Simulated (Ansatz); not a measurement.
**IrCl2 (1T sheet): how robust is the cRPA U?**

Wanted: the sensitivity and cost of U and J for IrCl2 (1T sheet).

Main program and level: Ansatz 0.2.0; constrained RPA on LDA, plane waves, PAW.

## Step 1: The structure

The cell holds 3 atoms: 1 Ir and 2 Cl. Its edges and angles: a = 3.624 Å, b = 3.624 Å, c = 30.112 Å, α = 90.0°, β = 90.0°, γ = 120.0°. Vacuum lies along c.

The structure was relaxed with LDA. The structure was generated from a model, not taken from a measurement. The runs that relaxed it are not among those shown. The program's search for lower electronic states was switched off, so nothing shows that the state found is the lowest. Spin-orbit coupling is left out unless a step names it. The default PAW set here is soft_2. Its files were made with PBE. The Coulomb interaction is cut off across the vacuum.

## Step 2: Base: Ir eg, bands v1 to c1, 6×6×1 mesh, medium accuracy

Constrained RPA screens the interaction with every transition except those inside the target bands, which a later many-body model would treat itself.

input.yaml

```yaml
crystal:
  lattice:
    - [0.0, 2.56290611, 2.56290611]
    - [2.56290611, -2.56290611, 0.0]
    - [17.38503569, 17.38503569, -17.38503569]
  atoms:
    - { symbol: Ir, position: [0.0, 0.0, 0.3180797022] }
    - { symbol: Cl, position: [0.3333333333, 0.6666666667, 0.3568718616] }
    - { symbol: Cl, position: [0.6666666667, 0.3333333333, 0.2792875428] }
  periodic: [true, true, false]
kpoints:
  mp_grid: { grid: [6, 6, 1] }
hamiltonian:
  xc: lda
scf:
  occupations: { method: gaussian, width: 0.08 }
  n_extra_bands: 19
  max_iter: 150
  lower_state_search: "off"
output:
  crpa:
    kmesh: [6, 6, 1]
    target_bands: [v1, c1]
    projections: [{ species: Ir, l: d, shell: 5, orbitals: [dz2, dx2-y2] }]
  local_orbitals:
    kmesh: [12, 12, 1]
    orbitals: [{ species: Ir, l: d, shell: 5, orbitals: [dz2, dx2-y2] }]
    window: { bands: [v1, c1] }
    seedname: lo
```

On the command line:

```
ansatz run input.yaml --threads 4 --pin off --max-ram 14745MiB --backend cpu --events-out ev --progress --plain --runs-dir out
```

Numbers of over 12 decimals in the logs are rounded to 6 here.

The program printed:

```text
scf.n_extra_bands = 19 over 16 filled bands (N_el = 31.0): the run solves 35 bands
Engine: ansatz 0.2.0, aarch64-unknown-linux-gnu
Pseudopotentials: kind: paw
Pseudopotential: Ir, paw, valence charge 17, recommended cutoff 420 eV (normal), Ir.paw.azcp
Pseudopotential: Cl, paw, valence charge 7, recommended cutoff 420 eV (normal), Cl.paw.azcp
Functional definition: SPW92
  exchange = slater_x
  correlation = pw_c
Crystal: 3 atoms, lattice volume = 342.580 Å³
Basis set: ecut = 420 eV, 6593 PW (Γ)
Bands: 35, of which v1, the nominal top of the filled ones, is band 16 counted from 1 (15 counted from 0)
Symmetry: 12 space group operations
Space group: P-3m1 (ITA 164), of the structure as read, at distance tolerance 7.0e-5 Å
k-points: 7 of 36
Non-local potential: Ir, projectors of the file, l = 0: 3, l = 1: 2, l = 2: 2, l = 3: 1
Non-local potential: Cl, projectors of the file, l = 0: 2, l = 1: 2, l = 2: 2
PAW form: soft (Blöchl's): semilocal exchange-correlation on the pseudo side does not see the compensation charge
PAW frozen core: Ir, regenerated for the run's functional, and the local potential with it (the file was generated under x = pbe(κ = 0.804, μ = 0.219515), c = pbe(β = 0.066725))
PAW frozen core: Cl, regenerated for the run's functional, and the local potential with it (the file was generated under x = pbe(κ = 0.804, μ = 0.219515), c = pbe(β = 0.066725))
PAW one-centre angular grid: Ir, 590 points (default); XC on 64 Gauss nodes
PAW one-centre angular grid: Cl, 110 points (default); XC on 64 Gauss nodes
Initial density: superposition of atomic densities (neutral atoms: chi_scale 0, normalization atom), corrected by the library's trained network
Initial wavefunctions: pseudopotential atomic-orbital guess
Functional: x = slater, c = lda
SCF iter   1: F=—  HF=-13751.008411 eV  |F-HF|=—  |Δ(HF+E_count)|=         —  Δρ=4.02e-3  dr2=2.87e-2  ethr=1.77e-3  ⟨swp⟩=11.3  Hψ=1883  notcnv=0  defer=55
preconditioner: auto → LDOS  [metal: Δε(μ)=0.070 eV  Ē_g=14.394 eV  σ=0.080 eV  W_gap=0.45  n_scr=16 (ndim 8)  ℏωp=9.6 eV  f_vac=0.804  D(μ)=6.39/eV (n_scr^D=16)  β→1.0]
SCF iter   2: F=—  HF=-13751.005601 eV  |F-HF|=—  |Δ(HF+E_count)|=   2.81e-3  Δρ=2.21e-3  dr2=1.33e-2  ethr=9.25e-5  ⟨swp⟩=3.0  Hψ=523  notcnv=0  defer=86
SCF iter   3: F=—  HF=-13751.001441 eV  |F-HF|=—  |Δ(HF+E_count)|=   4.16e-3  Δρ=4.80e-4  dr2=8.58e-4  ethr=4.28e-5  ⟨swp⟩=3.3  Hψ=373  notcnv=0  defer=86
SCF iter   4: F=—  HF=-13751.001379 eV  |F-HF|=—  |Δ(HF+E_count)|=   6.22e-5  Δρ=1.98e-4  dr2=2.06e-4  ethr=2.77e-6  ⟨swp⟩=3.1  Hψ=276  notcnv=0  defer=86
SCF iter   5: F=—  HF=-13751.001355 eV  |F-HF|=—  |Δ(HF+E_count)|=   2.46e-5  Δρ=9.89e-5  dr2=6.37e-5  ethr=6.64e-7  ⟨swp⟩=2.7  Hψ=294  notcnv=0  defer=86
SCF iter   6: F=—  HF=-13751.001354 eV  |F-HF|=—  |Δ(HF+E_count)|=   6.93e-7  Δρ=7.07e-5  dr2=3.71e-5  ethr=2.05e-7  ⟨swp⟩=1.9  Hψ=265  notcnv=0  defer=86
SCF iter   7: F=—  HF=-13751.001356 eV  |F-HF|=—  |Δ(HF+E_count)|=   2.17e-6  Δρ=4.45e-5  dr2=9.99e-6  ethr=1.20e-7  ⟨swp⟩=2.1  Hψ=238  notcnv=0  defer=86
SCF iter   8: F=—  HF=-13751.001360 eV  |F-HF|=—  |Δ(HF+E_count)|=   4.04e-6  Δρ=1.87e-5  dr2=1.72e-6  ethr=3.22e-8  ⟨swp⟩=2.4  Hψ=235  notcnv=0  defer=86
SCF iter   9: F=—  HF=-13751.001361 eV  |F-HF|=—  |Δ(HF+E_count)|=   1.20e-6  Δρ=6.32e-6  dr2=1.04e-7  ethr=5.55e-9  ⟨swp⟩=3.7  Hψ=327  notcnv=0  defer=86
SCF iter  10: F=-13751.001362 eV  HF=-13751.001362 eV  |F-HF|=6.32e-9  |Δ(HF+E_count)|=   1.20e-7  Δρ=1.78e-6  dr2=1.27e-8  ethr=3.23e-10  ⟨swp⟩=19.0  Hψ=1944  notcnv=0
SCF 1 converged in 10 iterations: F = -13751.001362 eV  dr2 = 1.27e-8
[...]
NSCF: frozen V_eff on 22 k-points
NSCF: frozen V_eff on 7 k-points
[...]
cRPA screening: q 1/36
cRPA screening: q 2/36
cRPA screening: q 8/36 (q-point 3)
cRPA screening: q 14/36 (q-point 4)
cRPA screening: q 17/36 (q-point 8)
cRPA screening: q 23/36 (q-point 9)
cRPA screening: q 35/36 (q-point 15)
SCF converged after 10 iterations
Free energy (F): -13751.001362 eV
Harris-Foulkes:  -13751.001362 eV  (|F-HF|=6.32e-9)
Internal energy: -13750.977442 eV  (E = F + TS)
E sigma→0 (E₀):  -13750.989402 eV
Entropy (-TS):   -0.023920 eV (-7.973 meV/atom)
Fermi energy:    -4.291026 eV
--- Per-component energies (eV) ---
  E_band       = -782.335616
  E_kinetic    = 950.377172
  E_local      = -51563.193995  (includes V_loc(G=0)·N_el)
  E_nonlocal   = 142.471801
  E_hartree    = 25232.545502
  E_xc         = -477.027733
  E_vxc        = -541.190174  (∫ρ·V_xc dr)
  E_paw        = -10204.618435  (= ΣΔE_a)
  E_vpaw       = -235.891610  (= ΣTr[D̂ρ^β])
  E_aug_tail   = 0.000261  (compensation charges beyond the density's cutoff)
  E_ewald      = 22167.675400
  E_core_change = 0.792586  (= ΣΔE_core)
  E_smearing   = -0.023920  (= −TS)
  E_closure    = 0.000000  (closes the sum)
  Σ components = -13751.001362   (vs F -13751.001362, Δ=0.00e0)
--- Band table (eV; the first three rows and the last of 7) ---
  k-point 0: bands = [... 12 lower, -7.4701, -7.4701, -6.1747, -3.5689, -3.5689, -2.0534, -0.9406, -0.4833, ... 15 higher]
  k-point 1: bands = [... 12 lower, -7.2073, -6.8880, -5.9374, -4.3321, -3.8286, -1.2457, -0.2697, 0.1836, ... 15 higher]
  k-point 2: bands = [... 12 lower, -7.1651, -6.5314, -6.1842, -4.3400, -3.8823, -0.7450, 0.1869, 1.0335, ... 15 higher]
  k-point 6: bands = [... 12 lower, -7.0645, -6.2316, -6.2316, -4.1914, -4.1914, 0.1074, 2.1745, 2.4493, ... 15 higher]
  the weakly bound empty levels are not read free of the cell's end (no_gap_told)
--- cRPA (band scheme, projected local orbitals): target bands 16..17 (1-based), 2 Wannier function(s), 6×6×1 mesh, 34 bands' worth read of 39 solved, ecut_chi 136.0 eV, v(q+G=0) probe_charge, pair densities all_electron ---
  χ-basis size per q: N_G = 1212..1264
  window electrons = 1.0000, filled by tetrahedron_uncorrected; constrained ε̄⁻¹(q = 0, 0) head = 0.633822; min gauge Gram eig = 0.4628
  Kanamori averages over each shell's own Wannier functions (sites counted from 0, functions from 1):
    Site 0, 5D, 2 of 5 d orbitals (Wannier functions 1, 2; wannier90's mr 1, 4):
      screened: U = 2.6559 eV, U' = 2.1551 eV, J = 0.2504 eV
      screened, to within: U = 8.8e-3 eV, U' = 8.8e-3 eV, J = 5.6e-4 eV
      bare: V = 9.3002 eV, V' = 8.4318 eV, J = 0.4342 eV
  Hermiticity witness max|P − P†| over intra, direct and exchange elements: 3.93e-17 eV (screened), 1.78e-15 eV (bare)
  Reality witness max|Im| over intra, direct and exchange elements: 2.54e-16 eV (screened), 1.89e-17 eV (bare)
```

Run time: 1.8 min. Hardware: 4 threads of Arm Neoverse V1, shared host; peak memory 1.8 GiB.

This step gave:

| Quantity | Value |
| --- | --- |
| U | 2.656 eV |
| U prime (inter-orbital) | 2.155 eV |
| J | 0.2504 eV |
| bare V | 9.300 eV |
| bare J | 0.4342 eV |
| stated bound on U | 0.008732 eV |
| U over bare V | 0.2856 |
| electrons in the window | 1.0000 |
| head of the constrained inverse dielectric matrix | 0.6338 |
| least eigenvalue of the projection's overlap | 0.4628 |
| target functions | 2 |
| bands in the sums | 34 |
| r.m.s. miss of the model bands | 3.22e-4 eV |
| width of the target bands | 0.9653 eV |
| weight of the projected orbitals in the window | 0.5832 |

On the Ir eg shell, screening brings the on-site interaction from 9.3 eV down to U = 2.66 eV.

## Step 3: Changed: 9×9×1 mesh

Edit input.yaml of step 2 so:

```diff
@@ -21,9 +21,4 @@
   crpa:
-    kmesh: [6, 6, 1]
+    kmesh: [9, 9, 1]
     target_bands: [v1, c1]
     projections: [{ species: Ir, l: d, shell: 5, orbitals: [dz2, dx2-y2] }]
-  local_orbitals:
-    kmesh: [12, 12, 1]
-    orbitals: [{ species: Ir, l: d, shell: 5, orbitals: [dz2, dx2-y2] }]
-    window: { bands: [v1, c1] }
-    seedname: lo
```

The program printed:

```text
[...]
Crystal: 3 atoms, lattice volume = 342.580 Å³
Basis set: ecut = 420 eV, 6593 PW (Γ)
Bands: 35, of which v1, the nominal top of the filled ones, is band 16 counted from 1 (15 counted from 0)
Symmetry: 12 space group operations
[...]
k-points: 7 of 36
[...]
SCF iter   1: F=—  HF=-13751.008411 eV  |F-HF|=—  |Δ(HF+E_count)|=         —  Δρ=4.02e-3  dr2=2.87e-2  ethr=1.77e-3  ⟨swp⟩=11.3  Hψ=1883  notcnv=0  defer=55
[...]
SCF iter  10: F=-13751.001362 eV  HF=-13751.001362 eV  |F-HF|=6.32e-9  |Δ(HF+E_count)|=   1.20e-7  Δρ=1.78e-6  dr2=1.27e-8  ethr=3.23e-10  ⟨swp⟩=19.0  Hψ=1944  notcnv=0
SCF 1 converged in 10 iterations: F = -13751.001362 eV  dr2 = 1.27e-8
[...]
NSCF: frozen V_eff on 12 k-points
[...]
cRPA screening: q 1/81
cRPA screening: q 2/81
cRPA screening: q 8/81 (q-point 3)
cRPA screening: q 14/81 (q-point 4)
cRPA screening: q 20/81 (q-point 5)
[...]
Internal energy: -13750.977442 eV  (E = F + TS)
E sigma→0 (E₀):  -13750.989402 eV
Entropy (-TS):   -0.023920 eV (-7.973 meV/atom)
Fermi energy:    -4.291026 eV
[...]
--- Band table (eV; the first three rows and the last of 7) ---
  k-point 0: bands = [... 12 lower, -7.4701, -7.4701, -6.1747, -3.5689, -3.5689, -2.0534, -0.9406, -0.4833, ... 15 higher]
  k-point 1: bands = [... 12 lower, -7.2073, -6.8880, -5.9374, -4.3321, -3.8286, -1.2457, -0.2697, 0.1836, ... 15 higher]
  k-point 2: bands = [... 12 lower, -7.1651, -6.5314, -6.1842, -4.3400, -3.8823, -0.7450, 0.1869, 1.0335, ... 15 higher]
  k-point 6: bands = [... 12 lower, -7.0645, -6.2316, -6.2316, -4.1914, -4.1914, 0.1074, 2.1745, 2.4493, ... 15 higher]
  the weakly bound empty levels are not read free of the cell's end (no_gap_told)
[...]
χ-basis size per q: N_G = 1206..1266
[...]
Site 0, 5D, 2 of 5 d orbitals (Wannier functions 1, 2; wannier90's mr 1, 4):
      screened: U = 2.6641 eV, U' = 2.1638 eV, J = 0.2502 eV
      screened, to within: U = 8.8e-3 eV, U' = 8.8e-3 eV, J = 5.4e-4 eV
      bare: V = 9.2718 eV, V' = 8.4044 eV, J = 0.4337 eV
[...]
[key lines of the parts left out:]
SCF converged after 10 iterations
Free energy (F): -13751.001362 eV
```

Run time: 4 min. Hardware: 4 threads; peak memory 2 GiB; 16 min of CPU time.

This step gave:

| Property | Result |
| --- | --- |
| U | 2.664 eV |
| U prime (inter-orbital) | 2.164 eV |
| J | 0.2502 eV |
| bare V | 9.272 eV |
| bare J | 0.4337 eV |
| stated bound on U | 0.008714 eV |
| U over bare V | 0.2873 |
| electrons in the window | 1 |
| head of the constrained inverse dielectric matrix | 0.6534 |
| least eigenvalue of the projection's overlap | 0.4628 |
| target functions | 2 |
| bands in the sums | 34 |
| width of the target bands | 0.9653 eV |
| weight of the projected orbitals in the window | 0.5832 |

On the Ir eg shell, screening brings the on-site interaction from 9.3 eV down to U = 2.66 eV.

## Step 4: Changed: 3×3×1 mesh

Edit input.yaml of step 3 so:

```diff
@@ -21,3 +21,3 @@
   crpa:
-    kmesh: [9, 9, 1]
+    kmesh: [3, 3, 1]
     target_bands: [v1, c1]
```

The program printed:

```text
[...]
Crystal: 3 atoms, lattice volume = 342.580 Å³
Basis set: ecut = 420 eV, 6593 PW (Γ)
Bands: 35, of which v1, the nominal top of the filled ones, is band 16 counted from 1 (15 counted from 0)
Symmetry: 12 space group operations
[...]
k-points: 7 of 36
[...]
the weakly bound empty levels are not read free of the cell's end (no_gap_told)
[...]
χ-basis size per q: N_G = 1212..1250
[...]
Site 0, 5D, 2 of 5 d orbitals (Wannier functions 1, 2; wannier90's mr 1, 4):
      screened: U = 2.7098 eV, U' = 2.1960 eV, J = 0.2569 eV
      screened, to within: U = 8.7e-3 eV, U' = 8.7e-3 eV, J = 6.0e-4 eV
      bare: V = 9.5817 eV, V' = 8.6977 eV, J = 0.4420 eV
[...]
[key lines of the parts left out:]
SCF converged after 10 iterations
Free energy (F): -13751.001362 eV
Fermi energy:    -4.291026 eV
```

The job ended after 30 s (4 threads; peak memory 1.7 GiB).

This step gave:

```yaml
u: 2.710 eV
u_prime_inter_orbital: 2.196 eV
j: 0.2569 eV
bare_v: 9.582 eV
bare_j: 0.4420 eV
stated_bound_on_u: 0.008637 eV
u_over_bare_v: 0.2828
electrons_in_the_window: 1.000
head_of_the_constrained_inverse_dielectric_matrix: 0.6024
least_eigenvalue_of_the_projection_s_overlap: 0.4628
target_functions: 2
bands_in_the_sums: 34
width_of_the_target_bands: 0.9653 eV
weight_of_the_projected_orbitals_in_the_window: 0.5832
```

On the Ir eg shell, screening brings the on-site interaction from 9.6 eV down to U = 2.71 eV.

## Step 5: Changed: sums over states

Edit input.yaml of step 4 so:

```diff
@@ -21,4 +21,7 @@
   crpa:
-    kmesh: [3, 3, 1]
+    kmesh: [6, 6, 1]
     target_bands: [v1, c1]
     projections: [{ species: Ir, l: d, shell: 5, orbitals: [dz2, dx2-y2] }]
+    accuracy: sum_over_states
+    n_empty_bands: 16
+    ecut_chi: 250
```

The program printed:

```text
[...]
Crystal: 3 atoms, lattice volume = 342.580 Å³
Basis set: ecut = 420 eV, 6593 PW (Γ)
Bands: 35, of which v1, the nominal top of the filled ones, is band 16 counted from 1 (15 counted from 0)
Symmetry: 12 space group operations
[...]
k-points: 7 of 36
[...]
χ-basis size per q: N_G = 3015..3113
[...]
U and J over all bands: no bound (output.crpa.accuracy: sum_over_states); those below are of the sums over the bands read on the sphere of ecut_chi, with what the atoms add
[...]
Site 0, 5D, 2 of 5 d orbitals (Wannier functions 1, 2; wannier90's mr 1, 4):
      screened: U = 2.8951 eV, U' = 2.2998 eV, J = 0.2977 eV
      bare: V = 9.3002 eV, V' = 8.4318 eV, J = 0.4342 eV
[...]
[key lines of the parts left out:]
SCF converged after 10 iterations
Free energy (F): -13751.001362 eV
Fermi energy:    -4.291026 eV
```

It took 27 s on 4 threads; peak memory 1.2 GiB; 97 s of CPU time.

This variant gives U = 2.90 eV against 2.66 eV. It is a finite sum over empty states with no bound on its error and stays out of the table below.

(Continued in part 2 of 2.)

[Paths, hosts, dates, memory and timing lines, banners, echoed tables and standing remarks are left out of the program output.]

[Logs are printed without paths, hosts, clocks, repeated set-up lines and the standing remarks that a program may print on its own settings, such as how far it seeks lower states.]

[Runs of the session that timed out or met a known fault of the program may be left out.]

[Hosts, paths, dates, database ids (printed as entryN), source tags and the programs' standing remarks are cut or masked in the printed files.]
